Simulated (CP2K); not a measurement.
The system is Ge.

```
Ge
1.0
     3.89984    0.00000    0.00000
    -2.89838    2.60924    0.00000
    -0.50073   -1.30462    3.64088
Ge
2
Direct
  0.50000 0.50000 0.00000
  0.25000 0.75000 0.50000
```

This isn't the form of Ge at room conditions, which is diamond.

Base run:

| Item | Value |
| --- | --- |
| Program | CP2K 2026.2 |
| Functional | PBE |
| Dispersion | D2 |
| Potentials or basis | POTENTIAL_UZH Ge GTH-PBE-q4; TZVP-MOLOPT-PBE-GTH basis |
| Density cutoff | 6123 eV |
| k mesh | 11 × 11 × 11 |
| Occupations | fermi-dirac, width 0.05 eV |
| Spin | no spin polarisation |

Its results: band gap on the k mesh none (metal or under the smearing width); pressure 1.3 GPa.

Q: After a change of settings the same cell gave: band gap on the k mesh none (metal or under the smearing width); pressure 4.4 GPa. Which change was it?
A. dispersion from D2 to D3(BJ)+ATM
B. dispersion from D2 to D3
C. dispersion from D2 to D3(BJ)
D. dispersion from D2 to none

A: D.

Dispersion adds attraction, which lowers the pressure at fixed volume and, as a term added to the energy, leaves the levels alone.

Caveats: the basis of atomic orbitals isn't converged, which shifts pressures, moduli and gaps; pairwise dispersion overbinds metals, which lowers pressure and volume (some runs).
